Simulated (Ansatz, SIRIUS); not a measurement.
**Mo: 3 runs at one level of theory**

```xyz
1
Lattice="-1.5838 1.5838 1.5838 1.5838 -1.5838 1.5838 1.5838 1.5838 -1.5838" Properties=species:S:1:pos:R:3 pbc="T T T"
Mo    0.0000    0.0000    0.0000
```

Alike in all runs: task equation of state; functional PBE; k mesh 12 × 12 × 12; occupations fermi-dirac, width 0.05 eV; no spin polarisation; no spin-orbit coupling.

```tsv
program and potentials	plane-wave cutoff (eV)	notes	equilibrium volume (Å³/atom)	bulk modulus (GPa)
Ansatz, Ansatz PAW	420	-	15.78	262.0
SIRIUS, all-electron FP-LAPW, apw+lo standard	-	-	15.77	261.4
Ansatz, Ansatz PAW (files of its older set among them)	500	-	?	?
```

**Question.** Estimate from the other rows what the run with Ansatz, Ansatz PAW (files of its older set among them) gave.

**Answer.** Equilibrium volume 15.78 Å³/atom; bulk modulus 261.9 GPa. The other rows, which needn't bracket it: equilibrium volume 15.77 to 15.78; bulk modulus 261.4 to 262.0.
